## Size and shape of a hexagonal molybdenum cell

A model of a hexagonal molybdenum crystal needs two edge lengths before anything else can be computed with it. Someone has to decide whether edges relaxed with one density functional may be carried over to another by a simple change of scale, or whether the cell must be relaxed afresh. The saving is tempting, since the volume looks like the only thing that the functional changes. The table below lets the recipe be tried on five functionals.

Plane-wave DFT with VASP 6.6.1 (PAW) for hexagonal Mo (P6_3/mmc, 2 atoms per cell), with cell and atomic positions relaxed, without spin polarisation, spin–orbit coupling or dispersion correction. Cutoff 600 eV, k mesh 18 × 18 × 10, Gaussian smearing of 0.1 eV. Volume changes are relative to the starting cell of 15.60 Å³ per atom.

| functional | potentials | volume change (%) | relaxed length a (Å) | relaxed length c (Å) |
| --- | --- | --- | --- | --- |
| LDA | VASP-PAW-LDA-potentials,-recommended | -1.360 | 2.71830 | 4.810 |
| PBE | VASP-PAW-PBE-potentials,-recommended | 3.470 | 2.75760 | 4.902 |
| PBEsol | VASP-PAW-PBE-potentials,-recommended | 0.270 | 2.73180 | 4.841 |
| RPBE | VASP-PAW-PBE-potentials,-recommended | 4.970 | 2.76900 | 4.932 |
| r2SCAN | VASP-PAW-PBE-potentials,-recommended | 2.850 | 2.73900 | 4.939 |

Here a is the edge within a close-packed layer, b is equal to it by symmetry, and c is the height of the cell, which holds two layers. The volume change is counted from the starting cell. The ratio c/a describes the shape, whatever the size. Molybdenum under ordinary conditions is body-centred cubic, so this hexagonal crystal is a hypothetical one, and a relaxed cell is no proof that it would be stable.

### A volume that hides a distortion

The PBEsol row shows why the volume alone is a poor guide. Its volume changes by only 0.27 %, as if the starting cell had been almost right. In fact a has shrunk by 2.6 % and c has grown by 5.7 %. The two nearly cancel because the volume goes as a²c, and 0.974² × 1.057 is close to 1.003. Nor is the small change a sign of accuracy, because the start is no measured hexagonal cell.

The same distortion appears in every row. The start has the ideal ratio of stacked spheres, 1.633, at which each atom has twelve equal neighbours. After relaxation c/a lies between 1.77 and 1.80. Each atom then has six nearer neighbours in its own layer and six farther ones in the layers above and below; with PBE the two distances are 2.76 and 2.92 Å.

Equal distances suit atoms that attract each other alike in all directions. Molybdenum is bound largely by a roughly half-filled d shell, and d orbitals point in definite directions, so shorter bonds in the layer can repay the cost of longer ones between layers. Directed bonds do not by themselves say which way the cell will distort: hexagonal technetium, the next element, has a ratio slightly below the ideal one. The sign is expected to depend on which d bands the electrons fill. The table cannot test this, but it does show that no gradient correction is needed, since LDA has none and already gives most of the distortion. The cause therefore probably lies in something that the functionals share, and the energy of the d bands is the natural candidate. A curve of energy against c/a, split by bands, would be needed to prove it.

### What the functional does to the size

On top of this common shape, the functional sets the size. The volume rises from LDA through PBEsol, r2SCAN and PBE to RPBE, and the whole range is 6.4 % of the LDA volume. For LDA and the three gradient-corrected functionals PBEsol, PBE and RPBE, standard theory gives the reason for the order.

LDA treats the electrons at each point as if their density were uniform. A gradient correction to exchange lowers the energy where the density varies steeply. Pulling atoms apart makes the density between them more uneven, so this correction favours a larger cell. The gradient correction to correlation acts in the opposite direction. In PBE it is matched to cancel the exchange correction completely where gradients are small, and it falls behind only as they grow, so the net expansion is expected to come from regions of moderate gradient.

PBEsol suggests that both terms matter. Its exchange correction at small gradients is a little over half that of PBE, and the share is no smaller at moderate gradients, so if exchange acted alone and the volume responded in proportion, PBEsol would lie more than half of the way from LDA to PBE. It lies only about a third of the way. The correlation correction helps to explain this, since PBEsol keeps roughly 0.69 of it: the term that expands the cell is weakened more than the term that contracts it, and the net expansion falls below the simple share. How much of the shortfall comes from this is not settled: the small-gradient ratios are only a guide to the moderate gradients that matter, the LDA row uses its own potentials for the atomic cores, and PBEsol runs on potentials made for PBE.

RPBE lies at the other end for a related reason. It shares the correlation of PBE and its exchange at small gradients, but its exchange correction is stronger once the gradients are no longer small. Its volume, also obtained with PBE potentials, is 1.4 % above that of PBE, as this would lead one to expect. The rule for a similar functional is to ask how strongly it rewards steep density, and how much of that its correlation takes back.

### Can the cell simply be rescaled?

If the functional changed only the size, both edges would be multiplied by the same factor. As the volume contains three lengths, that factor is the cube root of the volume ratio. The recipe then has three steps: take the PBE edges, form the ratio of the new volume to the PBE volume, and multiply both edges by its cube root. It contains no adjustable constant, but the new volume has to be known. Here it is taken from the full relaxation, so only the shape is put to the test.

For RPBE the volume ratio is 1.0497/1.0347 = 1.0145, and its cube root is 1.0048. The PBE height of 4.902 Å becomes 4.926 Å, against 4.932 Å in the full relaxation. The edge a comes out equally well. Of LDA, PBEsol and RPBE, the worst case is LDA, which lies farthest from PBE in volume, and even there c is missed by only about 0.015 Å.

The small misses have a pattern. From LDA to RPBE the edge a grows by 1.9 % and c by 2.5 %, so the cell gives way somewhat more along its height. That fits the longer and presumably weaker contacts between layers, although no elastic constants are at hand to confirm it. A straight line of c/a against volume per atom, fitted to LDA, PBEsol, PBE and RPBE, describes this drift closely; with four points and two constants it is a compact description rather than a law. The output after the text gives its details.

### Where r2SCAN leaves the pattern

The same recipe fails for r2SCAN. Its volume is 0.6 % smaller than that of PBE, so both edges should shrink by 0.2 %, and c should be 0.998 × 4.902 = 4.892 Å. The relaxed value is 4.939 Å. The height has grown although the volume has fallen, and a has shrunk by 0.7 %, over three times the expected amount.

The fitted line, from which r2SCAN was left out because it alone uses the kinetic-energy density of the electrons, tells the same story. At the volume of r2SCAN the line gives a c/a of 1.777, whereas the relaxation gives 1.803. The gap is more than twice the whole spread of c/a among the other four functionals. r2SCAN thus changes the shape more at a given volume than those four change it over their full range of volumes.

The direction of the departure is telling. r2SCAN shortens the contacts within the layer, which were already the shorter ones, and lengthens those between layers. It carries the distortion common to all rows a step further. The change is therefore one of balance between two kinds of bond, and no uniform stretching or squeezing can imitate it.

Why r2SCAN shifts that balance is not known from these results. The kinetic-energy density helps a functional to tell a directed bond from a more even metallic overlap, so it may weigh the two kinds of contact differently. That is a guess. The runs do hold one clue. The gap between the free energy and the energy with smearing extrapolated away grows with the number of states at the Fermi level. It is 6.72 to 6.90 meV per cell in the four fitted rows but 5.53 meV for r2SCAN, about a fifth less. The departure in shape thus goes with a change in the bands at the Fermi level, though these figures cannot say whether the functional, the new shape or both thinned the states. The potentials are another possible contributor, because they were made for PBE and not for r2SCAN. Repeating the relaxation with an all-electron method would separate the two.

### What a cubic crystal would conceal

The ordinary body-centred cubic form of molybdenum makes a useful comparison. Its symmetry fixes the shape, so a functional can alter only one length, and rescaling is exact by construction. A series of cubic cells could show the effect of gradient corrections on size, but the peculiarity of r2SCAN would have no way to appear as a change of shape. A functional tested only on the edges of cubic metals has thus not been tested on the shape of a cell.

For the hexagonal cell the decision follows from the same distinction. For LDA, PBEsol and RPBE, a rescaled PBE cell is a good starting point once the volume is known, with edges correct to about 0.015 Å relative to a full relaxation with the same functional. For r2SCAN both edges have to be relaxed: rescaled PBE edges would leave c too short by about 0.05 Å and the layers slightly stretched in their own plane.

Printed output of the fit:

```
Relaxed cells:
     row  volume per atom (A^3)    c/a  long contact (A)  change of a (%)  change of c (%)
     LDA                  15.39  1.769             2.872           -3.081            5.022
     PBE                  16.14  1.778             2.923           -1.679            7.031
  PBEsol                  15.64  1.772             2.889           -2.599            5.699
    RPBE                  16.37  1.781             2.939           -1.273            7.686
  r2SCAN                  16.04  1.803             2.932           -2.342            7.838
c/a of the start: 1.633
rise of c/a over the start, PBE (%): 8.859
volume, LDA to RPBE (%): 6.397
edge a, LDA to RPBE (%): 1.865
edge c, LDA to RPBE (%): 2.536
each edge if only the scale changed, LDA to RPBE (%): 2.088
part of the LDA-to-PBE volume step reached by PBEsol: 0.3374
exchange gradient strength, PBEsol over PBE (rough): 0.5455
correlation gradient strength, PBEsol over PBE (rough): 0.6866
volume, PBE to RPBE (%): 1.446
fit of ca on 4 rows (semi > 0): constant 1.589 +/- 0.0089, coefficient of vat 0.01169 +/- 0.00056; rms 0.000308, worst PBE 0.000425, leave-one-out rms 0.000686
  rows outside the fit (model, value, miss): r2SCAN 1.777, 1.803, -0.0263
spread of c/a among LDA and the three GGAs: 0.01166
r2SCAN c/a above the line: 0.02629
r2SCAN a less the a of the line at its volume (A): -0.01344
r2SCAN c less the c of the line at its volume (A): 0.04812
volume, PBE to r2SCAN (%): -0.5998
edge a, PBE to r2SCAN (%): -0.6745
edge c, PBE to r2SCAN (%): 0.7548
largest error of c/a from residual stress (rough): 0.0005899
```
